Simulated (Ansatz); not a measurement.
AlSb (zinc blende): values from a third-order Birch-Murnaghan fit to a volume scan beside measured ones. Computed values: r2SCAN (plane waves to 500 eV, PAW, scalar-relativistic; Ansatz, a quantum-chemistry and plane-wave program). AlSb was relaxed with its symmetry unable to fall. Spin-orbit coupling is left out, though Sb is heavy.

```csv
quantity,reference,kind
Lattice constant a (Å),6.128,measured at or taken to low temperature
Bulk modulus B₀ (GPa),58.2,"measured, room temperature or unstated"
```

References as given in: Guo-Xu Zhang, Anthony M Reilly, Alexandre Tkatchenko et al., New Journal of Physics (2018), doi:10.1088/1367-2630/aac7f0; Cormac Toher, Corey Oses, Jose J. Plata et al., Physical Review Materials (2017), arXiv:1611.05714. Values not taken to low temperature hold thermal and zero-point shifts that a static calculation lacks, so small differences there are no errors of the method.

Problem. Estimate the r2SCAN values and the sign and size of each difference.

Solution. 
| quantity | r2SCAN | difference |
|---|---|---|
| Lattice constant a (Å) | 6.178 | +0.8 % |
| Bulk modulus B₀ (GPa) | 55.4 | -4.7 % |

r2SCAN overestimates the lattice constant a by 0.8 %.

(Under strain, the slope of the energy per volume gives the stress and its curvature an elastic modulus.)
